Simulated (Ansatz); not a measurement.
## PtSe2 (Sudovikovite) under changes of volume

One of the cells (20.265 Å³/atom); the others are scaled copies at fixed shape and fractional positions:

```
CELL_PARAMETERS angstrom
3.72400 0.00000 0.00000
-1.86200 3.22508 0.00000
0.00000 0.00000 5.06200
ATOMIC_POSITIONS crystal
Pt 0.00000 0.00000 0.00000
Se 0.66667 0.33333 0.75000
Se 0.33333 0.66667 0.25000
```

```yaml
Program: Ansatz 0.2.0
Functional: PBEsol
Potentials_or_basis: Ansatz PAW
Cutoff: "420 eV (not typed: the program's choice for these potentials)"
k_mesh: 8 × 8 × 5
Occupations: fermi-dirac, width 0.05 eV
Spin: no spin polarisation
```

```csv
volume (Å³/atom),energy over the lowest point (meV/atom),pressure (GPa),largest force (eV/Å)
19.049,53.31,12.0,1.209
19.455,27.78,8.3,0.893
19.860,11.00,5.0,0.604
20.265,?,?,?
20.671,0.00,-0.5,0.096
21.076,4.16,-2.8,0.127
21.481,13.84,-4.8,0.332
```

Problem. What does the run at 20.265 Å³/atom give?

Solution. Energy over the lowest point 2.03 meV/atom; pressure 2.1 GPa; largest force 0.339 eV/Å.

Worked out: A Birch-Murnaghan fit of order 3 (a polynomial in V^(-2/3)) to the other rows has its minimum at 20.59 Å³/atom with B0 = V·E''(V) = 127 GPa and B' = 4.8 at fixed shape and positions, which overstates the stiffness. It gives 2.04 meV/atom at 20.265 Å³/atom, against the run's 2.03, and -dE/dV = 2.1 GPa, against 2.1.

Energies are extrapolated to zero smearing.

Caveats: the PAW data sets come from PBE, with cores solved anew for the run's functional, which leaves a small shift of forces and pressure; forces of over 1 eV/Å show positions far from the minimum, so gaps and moduli don't describe the material at rest (some runs).
